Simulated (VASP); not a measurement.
# BaTiO3 (P4mm) in VASP: notebook

One crystal, BaTiO3, is run at these levels: PBE; tasks: single point.

Everything below comes from runs of VASP 6.6.1. Logs are shortened: lines on timing, memory, paths and dates and some standing lists are left out, and cuts for length are marked.

## 1. Starting point

The structure is tetragonal, space group P4mm (No. 99). Conventional cell: a = 4.000 Å, b = 4.000 Å, c = 4.018 Å, α = 90.00°, β = 90.00°, γ = 90.00°. Ba (site symmetry 4mm) is surrounded by 12 O at 2.79 to 2.88 Å. Ti (site symmetry 4mm) has 6 O at 1.89 to 2.13 Å as nearest neighbours. O (site symmetry 2mm) has 2 Ti at 2.00 Å as nearest neighbours. Around O (site symmetry 4mm) lie 2 Ti at 1.89 to 2.13 Å.

## 2. Single point, PBE

Contents of INCAR:

```
SYSTEM = BaTiO3
PREC = Accurate ; ENCUT = 460
EDIFF = 1E-7 ; ISMEAR = 0
SIGMA = 0.2 ; LREAL = .False.
LASPH = .True. ; NELM = 100
ALGO = Normal ; ISIF = 2
LWAVE = .False. ; LCHARG = .False.
GGA = PE ; NBANDS = 28
ADDGRID = .False.
```

Contents of KPOINTS:

```
regular mesh
0
Gamma
  5 5 5
  0 0 0
```

Contents of POSCAR:

```
BaTiO3
1.0
    3.9998000000      0.0000000000      0.0000000000
    0.0000000000      3.9998000000      0.0000000000
    0.0000000000      0.0000000000      4.0180000000
Ba Ti O
1 1 3
Direct
    0.0000000000      0.0000000000      0.0000000000
    0.5000000000      0.5000000000      0.4900000000
    0.0000000000      0.5000000000      0.5170000000
    0.5000000000      0.0000000000      0.5170000000
    0.5000000000      0.5000000000      0.0190000000
```

Potentials or basis: VASP PAW PBE potentials, release 64 (Ba_sv, Ti_sv, O).

Run with:

```sh
> cat potpaw_PBE.64/Ba_sv/POTCAR potpaw_PBE.64/Ti_sv/POTCAR potpaw_PBE.64/O/POTCAR > POTCAR
> mpirun -np 1 vasp_std > vasp.out
```

OUTCAR:

```text
SYSTEM = BaTiO3
   PREC = Accurate
   ENCUT = 460
   EDIFF = 1E-7
   ISMEAR = 0
   LREAL = .False.
   LASPH = .True.
   NELM = 100
   ISIF = 2
   GGA = PE

 Found     18 irreducible k-points:

 Following reciprocal coordinates:
            Coordinates               Weight
  0.000000  0.000000  0.000000      1.000000
  0.200000  0.000000  0.000000      4.000000
  0.400000  0.000000  0.000000      4.000000
  0.200000  0.200000  0.000000      4.000000
  0.400000  0.200000  0.000000      8.000000
  0.400000  0.400000  0.000000      4.000000
   k-points           NKPTS =     18   k-points in BZ     NKDIM =     18   number of bands    NBANDS=     28
   number of dos      NEDOS =    301   number of ions     NIONS =      5
   total plane-waves  NPLWV =  21952
   dimension x,y,z NGX =    28 NGY =   28 NGZ =   28
   dimension x,y,z NGXF=    56 NGYF=   56 NGZF=   56
   ions per type =               1   1   3
   NGX,Y,Z   is equivalent  to a cutoff of  11.64, 11.64, 11.59 a.u.
   NGXF,Y,Z  is equivalent  to a cutoff of  23.28, 23.28, 23.17 a.u.
 SYSTEM =  BaTiO3
   PREC   = accura    normal or accurate (medium, high low for compatibility)
   ISTART =      0    job   : 0-new  1-cont  2-samecut
   ICHARG =      2    charge: 1-file 2-atom 10-const
   ISPIN  =      1    spin polarized calculation?
   LNONCOLLINEAR =      F non collinear calculations
   LSORBIT =      F    spin-orbit coupling
   LASPH  =      T    aspherical Exc in radial PAW
   ENCUT  =  460.0 eV  33.81 Ry    5.81 a.u.   6.99  6.99  7.03*2*pi/ulx,y,z
   NELM   =    100;   NELMIN=  2; NELMDL= -5     # of ELM steps
   EDIFF  = 0.1E-06   stopping-criterion for ELM
   LREAL  =      F    real-space projection
   EDIFFG = 0.1E-05   stopping-criterion for IOM
   NSW    =      0    number of steps for IOM
   IBRION =     -1    ionic relax: 0-MD 1-quasi-New 2-CG
   NFREE  =      0    steps in history (QN), initial steepest desc. (CG)
   ISIF   =      2    stress and relaxation
   ISYM   =      2    0-nonsym 1-usesym 2-fastsym
   POTIM  = 0.5000    time-step for ionic-motion
   TEBEG  =    0.0;   TEEND  =   0.0 temperature during run
   PSTRESS=    0.0 pullay stress
   NELECT =      40.0000    total number of electrons
   NUPDOWN=      -1.0000    fix difference up-down
   EMIN   =  10.00;   EMAX   =-10.00  energy-range for DOS
   EFERMI =   0.00;   METHOD = LEGACY
   ISMEAR =     0;   SIGMA  =   0.20  broadening in eV -4-tet -1-fermi 0-gaus
   EFERMI_NEDOS =   21; number of points for ismear=-14 and -15
   IALGO  =     38    algorithm
   IMIX   =      4    mixing-type and parameters
     AMIX     =   0.40;   BMIX     =  1.00
     AMIX_MAG =   1.60;   BMIX_MAG =  1.00
  volume/ion in A,a.u.               =      12.86        86.76
  Fermi-wavevector in a.u.,A,eV,Ry     =   1.397653  2.641181 26.578078  1.953434
  Thomas-Fermi vector in A             =   2.520888
   LORBIT       =      0    0 simple, 1 ext, 2 COOP (PROOUT), +10 PAW based schemes
   GGA     = PE    functional components
   LHFCALC =     F    Hartree Fock is set to
   AEXX    =    0.0000 exact exchange contribution
   IVDW    =     0    specifies the selected vdW correction
   LEPSILON=     F    determine dielectric tensor
   LRPA    =     F    only Hartree local field effects (RPA)
 non-spin polarized calculation
 Gauss-broadening in eV      SIGMA  =   0.20
  energy-cutoff  :      460.00
  volume of cell :       64.28
 maximum number of plane-waves:      1450
 NGX is ok and might be reduce to    28
   NGX = 13   NGY = 13   NGZ = 15

 number of electron      40.0000031 magnetization

 Free energy of the ion-electron system (eV)
  ---------------------------------------------------
  ext. energy  EPLUGINS =         0.00000000
  ---------------------------------------------------
  free energy    TOTEN  =       -39.98905144 eV

  energy without entropy =      -39.98905144  energy(sigma->0) =      -39.98905144

 E-fermi :   4.6319     XC(G=0): -11.2419

 val. band max:        3.6865044563   @ k =   0.4000   0.4000   0.4000
 cond. band min:       5.6165304728   @ k =   0.0000   0.0000   0.0000
 fundamental gap:      1.9300260165
 Fermi energy:         4.6319236814

 k-point     1 :       0.0000    0.0000    0.0000
  band No.  band energies     occupation
      1     -52.7564      2.00000
      2     -28.9985      2.00000
      3     -28.9692      2.00000
      4     -28.9692      2.00000
      5     -21.0131      2.00000
      6     -13.0732      2.00000
[... 20 lines left out ...]
     27       8.8954      0.00000
     28      11.1444      0.00000

 k-point     2 :       0.2000    0.0000    0.0000
  band No.  band energies     occupation
      1     -52.7562      2.00000
      2     -28.9978      2.00000
      3     -28.9874      2.00000
      4     -28.9685      2.00000
      5     -20.9725      2.00000
      6     -13.1161      2.00000
[... 20 lines left out ...]
     27       9.6096      0.00000
     28      12.0609      0.00000

 k-point     3 :       0.4000    0.0000    0.0000
  band No.  band energies     occupation
      1     -52.7557      2.00000
      2     -29.0167      2.00000
      3     -28.9967      2.00000
      4     -28.9674      2.00000
      5     -20.9053      2.00000
      6     -13.2759      2.00000
[... 20 lines left out ...]
     27      11.0853      0.00000
     28      12.0498      0.00000

 k-point     4 :       0.2000    0.2000    0.0000
  band No.  band energies     occupation
      1     -52.7558      2.00000
      2     -28.9972      2.00000
      3     -28.9869      2.00000
      4     -28.9862      2.00000
      5     -20.9368      2.00000
      6     -13.0785      2.00000
[... 20 lines left out ...]
     27      10.3074      0.00000
     28      12.2030      0.00000

 k-point     5 :       0.4000    0.2000    0.0000
  band No.  band energies     occupation
      1     -52.7553      2.00000
      2     -29.0156      2.00000
      3     -28.9960      2.00000
      4     -28.9851      2.00000
      5     -20.8776      2.00000
      6     -13.1224      2.00000
[... 20 lines left out ...]
     27      11.8018      0.00000
     28      12.6218      0.00000

 k-point     6 :       0.4000    0.4000    0.0000
  band No.  band energies     occupation
      1     -52.7547      2.00000
      2     -29.0139      2.00000
      3     -29.0136      2.00000
      4     -28.9949      2.00000
      5     -20.8320      2.00000
      6     -12.8689      2.00000
[... 20 lines left out ...]
     27      11.9989      0.00000
     28      13.4338      0.00000

 [... further k-points ...]

------------------------ aborting loop because EDIFF is reached ----------------------------------------

  FORCE on cell =-STRESS in cart. coord.  units (eV):
  Direction    XX          YY          ZZ          XY          YZ          ZX
  --------------------------------------------------------------------------------------
  -------------------------------------------------------------------------------------
  Total        1.2444225      1.2444225      1.6287994      0.0000000     -0.0000000      0.0000000
  in kB       31.0164397     31.0164397     40.5967907      0.0000000     -0.0000000      0.0000000
  external PRESSURE =      34.2098901 kB  Pullay stress =       0.0000000 kB

 VOLUME and BASIS-vectors are now :
 -----------------------------------------------------------------------------
  energy-cutoff  :      460.00
  volume of cell :       64.28
      direct lattice vectors                 reciprocal lattice vectors
     3.999800000  0.000000000  0.000000000     0.250012501  0.000000000  0.000000000
     0.000000000  3.999800000  0.000000000     0.000000000  0.250012501  0.000000000
     0.000000000  0.000000000  4.018000000     0.000000000  0.000000000  0.248880040

 POSITION                                       TOTAL-FORCE (eV/Angst)
 -----------------------------------------------------------------------------------
      0.00000      0.00000      0.00000         0.000000      0.000000      0.074664
      1.99990      1.99990      1.96882        -0.000000     -0.000000     -0.132652
      0.00000      1.99990      2.07731         0.000000      0.000000     -0.110876
      1.99990      0.00000      2.07731        -0.000000      0.000000     -0.110876
      1.99990      1.99990      0.07634        -0.000000      0.000000      0.279740
 -----------------------------------------------------------------------------------
    total drift:                                0.000000      0.000000      0.000171

  FREE ENERGIE OF THE ION-ELECTRON SYSTEM (eV)
  ---------------------------------------------------
  free  energy   TOTEN  =       -39.9890514431 eV

  energy  without entropy=      -39.9890514431  energy(sigma->0) =      -39.98905144
```

OSZICAR:

```text
N       E                     dE             d eps       ncg     rms          rms(c)
DAV:   1     0.411841105435E+03    0.41184E+03   -0.19181E+04  1008   0.142E+03
DAV:   2    -0.634482132038E+01   -0.41819E+03   -0.39985E+03  1168   0.407E+02
DAV:   3    -0.489399346270E+02   -0.42595E+02   -0.42235E+02  1404   0.128E+02
DAV:   4    -0.508310501555E+02   -0.18911E+01   -0.18877E+01  1496   0.234E+01
DAV:   5    -0.508863633690E+02   -0.55313E-01   -0.55307E-01  1356   0.307E+00    0.230E+01
DAV:   6    -0.402089694101E+02    0.10677E+02   -0.55373E+01  1472   0.663E+01    0.987E+00
DAV:   7    -0.401581098980E+02    0.50860E-01   -0.99140E+00  1344   0.231E+01    0.680E+00
DAV:   8    -0.399822832844E+02    0.17583E+00   -0.61454E-01  1172   0.707E+00    0.351E+00
DAV:   9    -0.400198502059E+02   -0.37567E-01   -0.35282E-01  1500   0.503E+00    0.162E+00
DAV:  10    -0.399922799470E+02    0.27570E-01   -0.15252E-01  1180   0.402E+00    0.522E-01
DAV:  11    -0.399892679706E+02    0.30120E-02   -0.12113E-02  1308   0.690E-01    0.154E-01
DAV:  12    -0.399890800788E+02    0.18789E-03   -0.93758E-04  1160   0.207E-01    0.440E-02
DAV:  13    -0.399890500285E+02    0.30050E-04   -0.12823E-04  1292   0.112E-01    0.188E-02
DAV:  14    -0.399890525335E+02   -0.25050E-05   -0.34590E-05  1500   0.455E-02    0.144E-02
DAV:  15    -0.399890522705E+02    0.26302E-06   -0.16867E-05  1424   0.376E-02    0.756E-03
DAV:  16    -0.399890514283E+02    0.84221E-06   -0.27378E-06  1292   0.165E-02    0.593E-04
DAV:  17    -0.399890514431E+02   -0.14855E-07   -0.14364E-07   876   0.351E-03
   1 F= -.39989051E+02 E0= -.39989051E+02  d E =-.194085E-11
```

stdout:

```text
POSCAR found type information on POSCAR BaTiO
 POSCAR found :  3 types and       5 ions
 scaLAPACK will be used
 LDA part: xc-table for (Slater+PW92), standard interpolation
 POSCAR, INCAR and KPOINTS ok, starting setup
 FFT: planning ... GRIDC
 FFT: planning ... GRID_SOFT
 FFT: planning ... GRID
 WAVECAR not read
 entering main loop
```

It took 27 s on 1 thread of Intel Xeon Platinum 8488C (Sapphire Rapids), shared host; peak memory 0.17 GiB.

The run converged, but some of its settings lie outside the range that counts as converged, so its numbers aren't taken as properties of the crystal.

What came out:

| Quantity | Value |
| --- | --- |
| Free energy | -39.9891 eV |
| Pressure | 3.4 GPa |
| Largest force | 0.280 eV/Å |
| Band gap on the k mesh | 1.93 eV, indirect (least direct gap 2.06 eV) |

Caveat: the cutoff is under 1.25 times the usual one of these potentials, so pressure, stress and relaxed cells hold a basis-set (Pulay) error; spin-orbit coupling is left out, which moves the levels of the heavy elements; an odd mesh through Γ misses points on the zone boundary, where band edges often lie.

## 3. Single point, PBE

INCAR is that of step 2.

KPOINTS is that of step 2.

Contents of POSCAR:

```
BaTiO3
1.0
    3.9998000000      0.0000000000      0.0000000000
    0.0000000000      3.9998000000      0.0000000000
    0.0000000000      0.0000000000      4.0180000000
Ba Ti O
1 1 3
Direct
    0.0050340000     -0.0151990000     -0.0081960000
    0.5109990000      0.5026790000      0.4796360000
   -0.0079330000      0.4990990000      0.5319510000
    0.5087000000     -0.0034200000      0.5100070000
    0.5274750000      0.4823970000      0.0100750000
```

Potentials or basis: VASP PAW PBE potentials, release 64 (Ba_sv, Ti_sv, O).

Run with:

```sh
> cat potpaw_PBE.64/Ba_sv/POTCAR potpaw_PBE.64/Ti_sv/POTCAR potpaw_PBE.64/O/POTCAR > POTCAR
> mpirun -np 1 vasp_std > vasp.out
```

Wall time 76 s (1 thread of Intel Xeon Platinum 8488C (Sapphire Rapids), shared host); peak memory 0.22 GiB.

The run converged, but some of its settings lie outside the range that counts as converged, so its numbers aren't taken as properties of the crystal.

What came out:

```yaml
Free_energy: -39.8833 eV
Pressure: 4.0 GPa
Largest_force: 1.049 eV/Å
Band_gap_on_the_k_mesh: 2.02 eV, indirect (least direct gap 2.15 eV)
```

Caveat: the cutoff is under 1.25 times the usual one of these potentials, so pressure, stress and relaxed cells hold a basis-set (Pulay) error; spin-orbit coupling is left out, which moves the levels of the heavy elements; an odd mesh through Γ misses points on the zone boundary, where band edges often lie.

## 4. Single point, PBE

INCAR: that of step 3 with these lines changed.

```diff
@@ -3,3 +3,3 @@
 EDIFF = 1E-7 ; ISMEAR = 0
-SIGMA = 0.2 ; LREAL = .False.
+SIGMA = 0.1 ; LREAL = .False.
 LASPH = .True. ; NELM = 100
```

KPOINTS is that of step 3.

Contents of POSCAR:

```
BaTiO3
1.0
    3.9998000000      0.0000000000      0.0000000000
    0.0000000000      3.9998000000      0.0000000000
    0.0000000000      0.0000000000      4.0180000000
Ba Ti O
1 1 3
Direct
    0.0000000000      0.0000000000      0.0000000000
    0.5000000000      0.5000000000      0.4900000000
    0.0000000000      0.5000000000      0.5170000000
    0.5000000000      0.0000000000      0.5170000000
    0.5000000000      0.5000000000      0.0190000000
```

Run with:

```sh
> cat potpaw_PBE.64/Ba_sv/POTCAR potpaw_PBE.64/Ti_sv/POTCAR potpaw_PBE.64/O/POTCAR > POTCAR
> mpirun -np 1 vasp_std > vasp.out
```

It took 24 s on 1 thread of Intel Xeon Platinum 8488C (Sapphire Rapids), shared host; peak memory 0.17 GiB.

The run converged, but some of its settings lie outside the range that counts as converged, so its numbers aren't taken as properties of the crystal.

Results:

* Free energy: -39.9891 eV
* Pressure: 3.4 GPa
* Largest force: 0.280 eV/Å
* Band gap on the k mesh: 1.93 eV, indirect (least direct gap 2.06 eV)

Caveat: the cutoff is under 1.25 times the usual one of these potentials, so pressure, stress and relaxed cells hold a basis-set (Pulay) error; spin-orbit coupling is left out, which moves the levels of the heavy elements; an odd mesh through Γ misses points on the zone boundary, where band edges often lie.

## 5. Single point, PBE

INCAR is that of step 4.

KPOINTS is that of step 4.

Contents of POSCAR:

```
BaTiO3
1.0
    3.9998000000      0.0000000000      0.0000000000
    0.0000000000      3.9998000000      0.0000000000
    0.0000000000      0.0000000000      4.0180000000
Ba Ti O
1 1 3
Direct
    0.0050340000     -0.0151990000     -0.0081960000
    0.5109990000      0.5026790000      0.4796360000
   -0.0079330000      0.4990990000      0.5319510000
    0.5087000000     -0.0034200000      0.5100070000
    0.5274750000      0.4823970000      0.0100750000
```

Run with:

```sh
> cat potpaw_PBE.64/Ba_sv/POTCAR potpaw_PBE.64/Ti_sv/POTCAR potpaw_PBE.64/O/POTCAR > POTCAR
> mpirun -np 1 vasp_std > vasp.out
```

Run time: 73 s. Hardware: 1 thread of Intel Xeon Platinum 8488C (Sapphire Rapids), shared host; peak memory 0.22 GiB.

These settings aren't checked as converged: the numbers below hold their error.

What came out:

| Property | Result |
| --- | --- |
| Free energy | -39.8833 eV |
| Pressure | 4.0 GPa |
| Largest force | 1.049 eV/Å |
| Band gap on the k mesh | 2.02 eV, indirect (least direct gap 2.15 eV) |

Caveat: the cutoff is under 1.25 times the usual one of these potentials, so pressure, stress and relaxed cells hold a basis-set (Pulay) error; spin-orbit coupling is left out, which moves the levels of the heavy elements; an odd mesh through Γ misses points on the zone boundary, where band edges often lie.
